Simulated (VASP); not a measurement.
C:

```
C
1.0
     0.00000    1.77745    1.77745
     1.77745    0.00000    1.77745
     1.77745    1.77745    0.00000
C
2
Direct
  0.50000 0.50000 0.50000
  0.75000 0.75000 0.75000
```

This isn't the form of C at room conditions, which is graphite.

Base run:

- Program: VASP 6.6.1
- Functional: r2SCAN
- Potentials or basis: VASP PAW PBE potentials, release 64 (C)
- Cutoff: 520 eV
- k mesh: 12 × 12 × 12
- Occupations: gaussian, width 0.02 eV
- Spin: no spin polarisation

Its results: band gap on the k mesh 4.37 eV, indirect (least direct gap 5.86 eV).

The run is repeated on the same cell with these changes: functional from r2SCAN to PBEsol. What comes out?

Band gap on the k mesh 4.06 eV, indirect (least direct gap 5.57 eV).

r2SCAN gives the wider gap, since meta-GGAs in the generalised Kohn-Sham scheme recover part of the derivative discontinuity.
